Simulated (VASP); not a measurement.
Crystal: CaO.

```xyz
2
Lattice="0.0000 2.4036 2.4036 2.4036 0.0000 2.4036 2.4036 2.4036 0.0000" Properties=species:S:1:pos:R:3 pbc="T T T"
Ca    0.0000    0.0000    0.0000
O     2.4036    2.4036    2.4036
```

The cell is a database's computed one.

Program: VASP 6.6.1. Alike in all runs: task band structure; potentials or basis VASP PAW PBE potentials, release 64 (Ca_sv, O); no spin polarisation; cell as given; cutoff (eV) 520; smearing gaussian 0.02 eV.

Order these runs on this cell by their band gap on the k mesh, lowest first.
A. level r2SCAN; k mesh 10 × 10 × 10
B. level TB-mBJ; k mesh 10 × 10 × 10
C. level HSE03; k mesh 6 × 6 × 6; grid for exact exchange (PRECFOCK) Fast
D. level PBE0; k mesh 6 × 6 × 6; grid for exact exchange (PRECFOCK) Fast; exchange at q = 0 truncated

A (4.19 eV), C (5.04 eV), B (5.26 eV), D (6.04 eV).

A k mesh can miss the band edges.

Not every run made on this cell is shown here.
